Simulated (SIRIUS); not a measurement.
Al under changes of volume

One of the cells (15.370 Å³/atom); the others are scaled copies at fixed shape and fractional positions:

```
Al
1.0
    -1.41563    1.89823    1.67484
     1.51248   -1.69491    1.56836
     2.62280    3.28783    0.30017
Al
2
Cartesian
  0.0164 0.0273 0.0199
  1.3434 1.7183 1.7517
```

This isn't the form of Al at room conditions, which is fcc.

- Program: SIRIUS 7.10.0
- Functional: PBE
- Potentials or basis: PseudoDojo 0.4.1 PBE standard (scalar relativistic)
- Cutoff: 557 eV
- Density cutoff: 2229 eV
- k mesh: 10 × 10 × 7
- Occupations: fermi-dirac, width 0.05 eV
- Spin: no spin polarisation

```tsv
volume (Å³/atom)	energy over the lowest point (meV/atom)	pressure (GPa)	largest force (eV/Å)
14.165	?	?	?
14.466	129.13	20.4	0.513
14.767	93.58	17.4	0.484
15.370	37.96	12.3	0.431
15.672	16.98	10.1	0.407
15.973	0.00	8.1	0.385
```

Q: What does the run at 14.165 Å³/atom give?

A: Energy over the lowest point 170.50 meV/atom; pressure 23.6 GPa; largest force 0.544 eV/Å.

Worked out: A Birch-Murnaghan fit of order 3 (a polynomial in V^(-2/3)) to the other rows has no minimum within the range. It gives 170.64 meV/atom at 14.165 Å³/atom, against the run's 170.50, and -dE/dV = 23.8 GPa, against 23.6.

Energies are extrapolated to zero smearing.
